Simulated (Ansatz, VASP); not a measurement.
## Two plane-wave programs on MnAs

```xyz
4
Lattice="3.7100 0.0000 0.0000 -1.8550 3.2130 0.0000 0.0000 0.0000 5.6910" Properties=species:S:1:pos:R:3 pbc="T T T"
Mn    0.0000    0.0000    0.0000
Mn    0.0000    0.0000    2.8455
As    0.0000    2.1420    1.4227
As    1.8550    1.0710    4.2683
```

Alike in both runs: task relaxation of cell and atoms; functional PBE; k mesh 12 × 12 × 8; occupations gaussian, width 0.05 eV; no spin polarisation.

|  | VASP | Ansatz |
| --- | --- | --- |
| version | VASP 6.6.1 | Ansatz 0.2.0 |
| potentials or method | VASP PAW PBE potentials, release 64 (Mn_pv, As) | scalar-relativistic, plane waves, PAW |
| plane-wave cutoff (eV) | 600 | 420 |
| valence electrons in the cell | 36 | 60 |

```tsv
	VASP	Ansatz	Ansatz less VASP
gap on the k mesh at the Fermi level, each at its own relaxed structure (eV)	none	none	-
relaxed volume (Å³/atom)	14.01	14.00	-0.010
relaxed cell length with the largest relative difference (Å)	3.377	3.376	-0.0009
energy change over the relaxation (meV/atom)	-209	-211	-2.0
```

A gap of «none» marks a metal or a gap that the smearing closes. The two sets of potentials don't hold the same shells in valence.

Caveats: the volume moved by over 15 % at a fixed basis, so the end points are rough (VASP); the volume moved by -17 % from the deposited cell, more than functionals usually miss. Spin polarisation is off, so any magnetic state and its effect on volume and gap are missing.
